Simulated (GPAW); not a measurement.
Input of a GPAW 26.7.0 run:

Contents of run.py:

```python
from ase.dft.bandgap import bandgap
from ase.io import read, write
from ase.units import GPa
from gpaw import GPAW, PW

atoms = read('Sb.xyz')

calc = GPAW(mode=PW(600),
            xc='LDA',
            kpts={'size': (8, 8, 8), 'gamma': True},
            occupations={'name': 'fermi-dirac', 'width': 0.05},
            nbands=25,
            convergence={'density': 1e-05, 'energy': 1e-05},
            maxiter=150,
            txt='gpaw.txt')
atoms.calc = calc
energy = atoms.get_potential_energy()
forces = atoms.get_forces()
stress = atoms.get_stress()
calc.write('gs.gpw')
write('result.traj', atoms)
print(f'Energy: {energy:.6f} eV')
print('Forces (eV/A):')
print(forces.round(4))
print('Stress (GPa):', (stress / GPa).round(3))
print('Fermi level:', round(calc.get_fermi_level(), 4), 'eV')
print(f'Gap: {bandgap(calc)[0]:.4f} eV, direct: {bandgap(calc, direct=True)[0]:.4f} eV')

path = atoms.cell.bandpath('GLB1,BZGX,QFP1Z,LP', npoints=100, eps=1e-4)
bs_calc = calc.fixed_density(kpts=path, symmetry='off', nbands=40,
                             convergence={'bands': 'CBM+6.0', 'eigenstates': 1e-6}, txt='bands.txt')
bs = bs_calc.band_structure()
bs.write('bs.json')
print(f'Gap on the path: {bandgap(bs_calc)[0]:.4f} eV')
```

File Sb.xyz:

```xyz
2
Lattice="2.1542000000 1.2437279499 3.7580000000 -2.1542000000 1.2437279499 3.7580000000 0.0000000000 -2.4874558998 3.7580000000" Properties=species:S:1:pos:R:3 pbc="T T T"
Sb     0.0000000000      0.0000000000      8.6416337400
Sb     0.0000000000      0.0000000000      2.6323662600
```

Potentials or basis: the program's PAW data sets (release 1.2.1) made for this functional, pw.

Launch:

```bash
$ OMP_NUM_THREADS=1 python run.py
```

Task: Predict the pressure.

Result: -1.5 GPa.

Task: Estimate the largest force.

Result: 0.012 eV/Å.

Task: What does it give for the band gap along the path?

Result: None (metal or under the smearing width).

Forces in eV/Å, atoms in the order of the input:
```
Sb   0.000  0.000  0.012
Sb   0.000  0.000 -0.012
```

Caveat: spin-orbit coupling is left out, which moves the levels of the heavy elements.
